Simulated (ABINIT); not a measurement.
Here is an ABINIT 10.8.3 (patched build) calculation.

File run.abi:

```
# Datasets: one volume each
ndtset 7
getwfk -1
scalecart1 3*0.9795861087
scalecart2 3*0.9864848297
scalecart3 3*0.9932883884
scalecart4 3*1.0000000000
scalecart5 3*1.0066227096
scalecart6 3*1.0131594038
scalecart7 3*1.0196128224

# Pseudopotentials
pp_dirpath "./"
pseudos "Ge.GGA_PBE-JTH.xml"

# Structure
acell 3*1.0
rprim
     0.0000000000     5.3458651312     5.3458651312
     5.3458651312     0.0000000000     5.3458651312
     5.3458651312     5.3458651312     0.0000000000
ntypat 1
znucl 32
natom 2
typat 1 1
xred
     0.7500000000     0.7500000000     0.7500000000
     0.5000000000     0.5000000000     0.5000000000

# Plane-wave basis
ecut 22.0
pawecutdg 44.0
pawxcdev 0

# k points
kptopt 1
ngkpt 8 8 8
nshiftk 1
shiftk 0.0 0.0 0.0

# Exchange and correlation
ixc -116133

# Bands and occupations
nband 18
occopt 3
tsmear 0.05 eV

# SCF cycle
nstep 100
tolvrs 1.0e-9

# Output
iomode 3
prtwf 1
prtden 0
prteig 0
prtebands 0
```

Potentials or basis: JTH PAW PBE v2.0.

Command:

```console
$ abinit run.abi > log 2>&1
```

Task: Predict the bulk modulus.

Result: 66 GPa.

Task: Predict the equilibrium volume.

Result: 22.90 Å³/atom.

Task: Estimate the pressure derivative of the bulk modulus.

Result: 4.7.

Energy against volume, from the lowest point:
| volume (Å³/atom) | energy (meV/atom) |
| --- | --- |
| 21.281 | 26.77 |
| 21.733 | 13.20 |
| 22.186 | 4.48 |
| 22.639 | 0.30 |
| 23.092 | 0.00 |
| 23.545 | 3.20 |
| 23.997 | 9.61 |

Caveat: pressures at fixed basis lie under the slope of the energies; the PAW data sets were made with another functional, which shifts forces and pressure a little; the atomic spheres overlap.

**Measured values to compare with.**

“Sub-monolayer structures of Ag overlayers on Ge(111): experimental observations and first-principles study”, 2019, arxiv:1908.00180 quotes, for a bulk crystal of Ge: bulk modulus 75.8 GPa.

Against the measured bulk modulus of Ge, 75.8 GPa (quoted in “Sub-monolayer structures of Ag overlayers on Ge(111): experimental observations and first-principles study”, 2019, arxiv:1908.00180), the calculated 66 GPa is off by -12.8 %. The fit is for a static lattice scaled at fixed shape and fixed fractional positions. The cell as given is a measured one (22.64 Å³/atom); PBEsol puts the equilibrium volume +1.1 % from it, thermal expansion not counted.
